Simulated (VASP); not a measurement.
# Si6O11 (a cell with a defect): single point with PBE

Crystal: Si6O11 (a cell with a defect).

```
Si O
1.0
    -2.51041    4.34816    5.50927
     5.02082    0.00000    5.50927
     5.02082    8.69631    0.00000
Si O
12 22
Direct
  0.40643 0.94917 0.03155
  0.88176 0.40524 0.30668
  0.00030 0.00610 0.25865
  0.49838 0.51396 0.00831
  0.10105 0.57042 0.45276
  0.57864 0.09878 0.20741
  0.41847 0.91057 0.53015
  0.91238 0.41969 0.79031
  0.00173 0.97982 0.76513
  0.53114 0.48069 0.47999
  0.07966 0.56632 0.97070
  0.59715 0.06668 0.69980
  0.02746 0.45962 0.37037
  0.55341 0.99787 0.09649
  0.06661 0.80803 0.37848
  0.55546 0.33287 0.14461
  0.17803 0.04174 0.11384
  0.33782 0.48164 0.43717
  0.80264 0.00490 0.22783
  0.44685 0.71342 0.06086
  0.42153 0.05298 0.36564
  0.92341 0.50780 0.13256
  0.05200 0.45565 0.86827
  0.56078 0.95713 0.59963
  0.02749 0.80368 0.91202
  0.57531 0.30060 0.61778
  0.19555 0.94503 0.63039
  0.68125 0.50700 0.86258
  0.30536 0.48943 0.98080
  0.81864 0.97116 0.71585
  0.50968 0.68472 0.51378
  0.95978 0.18663 0.80345
  0.43669 0.05108 0.85762
  0.96949 0.53821 0.61886
```

The cell was built by a generator and needn't be a form met in nature.

* Program: VASP 6.6.1
* Task: single point
* Functional: PBE
* Potentials or basis: VASP PAW PBE potentials, release 64 (Si, O)
* Cutoff: 520 eV
* k mesh: 1 × 1 × 1, shifted
* Occupations: fermi-dirac, width 0.01 eV
* Spin: no spin polarisation

```json
{
  "Largest force": "0.054 eV/Å",
  "Band gap on the k mesh": "none (metal or under the smearing width)"
}
```

Forces in eV/Å, atoms in the order of the input:
```
Si   0.019 -0.004 -0.007
Si   0.007  0.013 -0.040
Si   0.047  0.011  0.017
Si   0.004  0.000  0.004
Si  -0.025 -0.023  0.003
Si  -0.031  0.020  0.001
Si  -0.007 -0.002 -0.016
Si  -0.008 -0.022  0.003
Si   0.003  0.003  0.012
Si  -0.029 -0.014  0.018
Si   0.010  0.026 -0.032
Si  -0.004 -0.010  0.010
O    0.027  0.019  0.017
O    0.014  0.003 -0.001
O   -0.018  0.000 -0.016
O   -0.002 -0.004  0.009
O   -0.027  0.011  0.015
O    0.015  0.003  0.002
O    0.030 -0.034 -0.019
O   -0.005 -0.018  0.001
O   -0.012  0.004 -0.001
O   -0.023 -0.031  0.038
O    0.008 -0.010  0.000
O    0.017 -0.011 -0.004
O   -0.010 -0.006  0.000
O   -0.025  0.021 -0.022
O   -0.004  0.017 -0.001
O    0.000  0.010  0.000
O    0.013  0.016  0.013
O    0.015  0.008  0.004
O    0.010 -0.015  0.006
O    0.005 -0.018  0.001
O   -0.011  0.006  0.000
O   -0.003  0.031 -0.016
```

Levels at points of the mesh, in eV from the Fermi level:
```
           k point  band 86  band 87  band 88  band 89  band 90  band 91  band 92  band 93
(0.25, 0.25, 0.25)    -1.64    -1.56    -1.53    -1.43     0.00     3.44     4.75     5.12
```

It took 3.3 min on 1 thread of AMD EPYC 7R43 64-Core Processor (Zen 3), with other jobs on the host, peak memory 0.47 GiB.

Caveat: the cell carries a net charge on a neutralising background, which shifts energy and pressure; the cell is charged against a uniform background, so pressure and absolute levels hang on convention; an odd number of electrons without spin polarisation forces a metal; a magnetic or distorted state may lie lower.
